Q: I want to calculate the absorption edge of zinc-blende CdSe, ideally to within 0.1 eV, because that already moves the edge by roughly 40 nm in wavelength. Which functional should I use?

A: Start with what changing the functional does when the atoms stay where they are.

GPAW 26.7.0, plane-wave PAW DFT without spin polarisation or spin-orbit coupling, for zinc-blende CdSe in one fixed cell (cubic edge 6.1405 Å). Cutoff 600 eV, 8 × 8 × 8 k mesh, Fermi-Dirac smearing of 0.05 eV. The gaps are taken from bands along the path Γ–X–W–K–Γ–L–U–W–L–K, U–X.

```
functional                                           potentials  gap on path (eV)  direct gap on path (eV)
       LDA                 GPAW-PAW-data-sets-(gpaw-data-1.2.1)             0.270                    0.270
       PBE                 GPAW-PAW-data-sets-(gpaw-data-1.2.1)             0.544                    0.544
    PBEsol  PAW-data-sets-made-by gpaw-setup-for-the-functional             0.421                    0.421
    revPBE                 GPAW-PAW-data-sets-(gpaw-data-1.2.1)             0.675                    0.675
      RPBE                 GPAW-PAW-data-sets-(gpaw-data-1.2.1)             0.721                    0.721
      BLYP  PAW-data-sets-made-by gpaw-setup-for-the-functional             0.468                    0.468
    r2SCAN                 GPAW-PAW-data-sets-(gpaw-data-1.2.1)             1.007                    1.007
```

The two gap columns agree in every row, so the smallest gap is direct and can be compared with an absorption edge. LDA, which sees only the local density, gives the smallest gap. The functionals that also use the density gradient, called GGAs, lie above it, and r2SCAN comes out highest at 1.01 eV. The step from RPBE to r2SCAN, 0.29 eV, is the largest between neighbours in this order.

Q: So r2SCAN is good enough?

A: It is the best of these for the gap, but not good enough for your purpose. The measured gap is roughly 1.7 eV at room temperature. These calculations omit spin-orbit coupling, which would raise the valence edge and lower each gap by about 0.1 eV, so the fair target here is about 1.8 eV. That target is itself uncertain by about a tenth of an eV, since atoms at rest should raise it and the stretched cell discussed below should lower it. r2SCAN reaches little more than half of that, and PBE less than a third. Taken literally, r2SCAN would put the edge in the infrared, near 1.2 µm, instead of in the deep red.

Q: Could the crystal structure be to blame?

A: Only for a small part. The cell used here is one or two percent longer in its edge than the real crystal, and stretching CdSe narrows its gap. A rough estimate puts that loss at about a tenth of an eV. Most of the shortfall belongs to the functionals.

Q: What do they get wrong?

A: A hydrogen atom shows one part of the error. Its single electron should feel only the nucleus, but in LDA it also partly repels itself, so its level lies much too high. The compact 4d shell of cadmium suffers in the same way. Its levels come too close to the selenium p states at the valence edge, push that edge upwards and narrow the gap. The comparison stops at compact shells, because an electron spread over the whole crystal hardly repels itself.

The other part concerns the empty states. A true gap is the cost of removing an electron from the crystal and adding one elsewhere. LDA and the GGAs use one common potential for filled and empty states, and its level spacing misses part of that cost. r2SCAN also depends on the kinetic energy density of the orbitals, so it can act differently on the two kinds of state and recover some of what is missing. This is established theory and fits the large last step, but the table doesn't separate the two parts. The r2SCAN run also used atomic data sets made for PBE, and the effect of that on its gap is untested.

Q: Why do the GGAs differ so much among themselves?

A: PBE, revPBE and RPBE make a clean comparison, since they share the same correlation and differ only in exchange. Each strengthens exchange where the density varies rapidly, revPBE and RPBE more than PBE. The conduction edge is s-like and the valence edge mainly p-like, so they sample different regions of the density and need not shift together. In these rows, stronger enhancement goes with a wider gap.

Q: Can I estimate the gap from that enhancement?

A: Scaled from LDA, it gives the order within the PBE family, but not the size. For PBE and revPBE the enhancement above LDA is

F − 1 = μs² / (1 + μs²/κ)

Here s measures how rapidly the density varies, μ sets the initial rise of the enhancement and κ its ceiling. Take s = 1.5 as a trial value and μ = 0.22 for both, with κ = 0.80 for PBE and 1.2 for revPBE:

PBE: 0.22 × 1.5² / (1 + 0.22 × 1.5²/0.80) = 0.306

revPBE: 0.22 × 1.5² / (1 + 0.22 × 1.5²/1.2) = 0.350

If the gap rises in proportion to F − 1, the LDA and PBE rows set the scale and revPBE is a prediction:

gap = 0.270 + (0.544 − 0.270) × 0.350/0.306 = 0.58 eV

The full calculation gives 0.675 eV, so the model finds less than a third of the step from PBE to revPBE. One reason lies in the scale. Going from LDA to PBE also adds gradient correlation, which is expected to work against gradient exchange, so that step understates what exchange alone does. If PBE and revPBE, which share their correlation, set the scale instead, the same model puts RPBE at about 0.73 eV against the calculated 0.721 eV. Another likely reason is that the band edges respond to the exchange potential, which depends on how F changes with s as well as on F itself. The choice of s matters too. A larger value would give a larger step to revPBE, but RPBE shares the ceiling of PBE, so at much larger s the model would put revPBE above RPBE. The output below applies the same scaling to PBEsol, RPBE and BLYP.

Q: Does BLYP fit?

A: No. Its exchange is about as strong as that of PBE at this gradient, so the model puts its gap slightly above PBE's. The calculated gap is 0.08 eV below. The cause may be its different correlation, the different way its exchange varies with the gradient, which a single value of s can't capture, or its atomic data sets, which were generated separately. The table can't tell these apart. A shallower cadmium 4d shell is an unlikely cause, because in BLYP that shell lies about 0.05 eV further below the valence edge than in PBE.

Q: If I have to stay with a GGA, should I take RPBE for its wider gap?

A: Not for that reason. All rows share one cell, but the functionals disagree about how large the crystal should be. At this size the RPBE crystal is under a pressure of 3.0 GPa and would expand, which narrows its gap. The LDA crystal is under tension, at −3.4 GPa, and would shrink, which widens its gap.

Using a rough pressure coefficient for CdSe, I estimate that letting each crystal relax would cut the spread from LDA to RPBE from 0.45 eV to one or two tenths of an eV, and BLYP, under the highest pressure, would drop below LDA. About half of what RPBE gains over PBE in the table would then disappear. r2SCAN is almost free of pressure in this cell, so its lead of several tenths of an eV should survive. These are estimates, and no relaxed cell was calculated.

Q: What does each level cost?

A: LDA and the GGAs cost nearly the same, because both need only the density and at most its gradient. r2SCAN adds the kinetic energy density and is moderately dearer, often with slower convergence. A hybrid functional mixes in exact exchange, which couples pairs of orbitals and typically costs ten times as much or more in plane waves. Spin-orbit coupling is cheap if it is added after the main calculation.

Q: Then what should I do in practice?

A: Don't switch from one GGA to another to repair the gap, because even RPBE, the best of them here, falls about 1.1 eV short of the target. Of the seven functionals here, r2SCAN is the one to use if you can live with a gap that is too small by about 0.8 eV in this cell. Potentials built for gaps, such as modified Becke-Johnson, are also cheap and usually come closer, but they have no total energy with which to relax the crystal. For an edge good to 0.1 eV, fix the structure first, then go to a hybrid or a GW calculation with spin-orbit coupling, and check the result against a gap measured at a known temperature. Neither is good to 0.1 eV unchecked. A hybrid's gap depends on its share of exact exchange, and a standard screened hybrid or a one-shot GW on top of LDA or PBE is expected still to fall a few tenths of an eV short here. Warming from near absolute zero to room temperature is expected to lower the gap by close to 0.1 eV, which would use up your whole margin.

Output of the analysis:

```
Gaps and rough estimates:
     row  above LDA (eV)  below target (eV)  percent of target  pressure (GPa)  rough gap in own relaxed cell (eV)
     LDA               0              1.563              14.73           -3.43                              0.4415
     PBE           0.274              1.289              29.67           1.075                              0.4903
  PBEsol           0.151              1.412              22.96          -1.585                              0.5002
  revPBE           0.405              1.158              36.82           2.468                              0.5516
    RPBE           0.451              1.112              39.33           2.979                               0.572
    BLYP           0.198              1.365              25.53           3.831                              0.2765
  r2SCAN           0.737             0.8263              54.93          -0.295                               1.022
Rough measured gap with spin-orbit lowering removed (eV): 1.833
Step PBE to revPBE (eV): 0.131
Step revPBE to RPBE (eV): 0.046
Step RPBE to r2SCAN (eV): 0.286
Step PBE to r2SCAN (eV): 0.463
BLYP below PBE (eV): 0.076
BLYP above PBEsol (eV): 0.047
Rough spread LDA and PBE family after relaxation (eV): 0.1305
Rough r2SCAN lead over next row after relaxation (eV): 0.4497
Rough gap gain if cell edge is 1.5 percent shorter, bulk modulus 50 GPa (eV): 0.1125
Exchange enhancement above LDA, PBE: 0.3058
Exchange enhancement above LDA, B88 in BLYP: 0.3203
PBEsol gap from scaled enhancement (eV): 0.4509
revPBE gap from scaled enhancement (eV): 0.584
RPBE gap from scaled enhancement (eV): 0.6007
BLYP gap from scaled enhancement (eV): 0.557
Top of Cd 4d below valence edge at Gamma, BLYP less PBE (eV): 0.0528
```
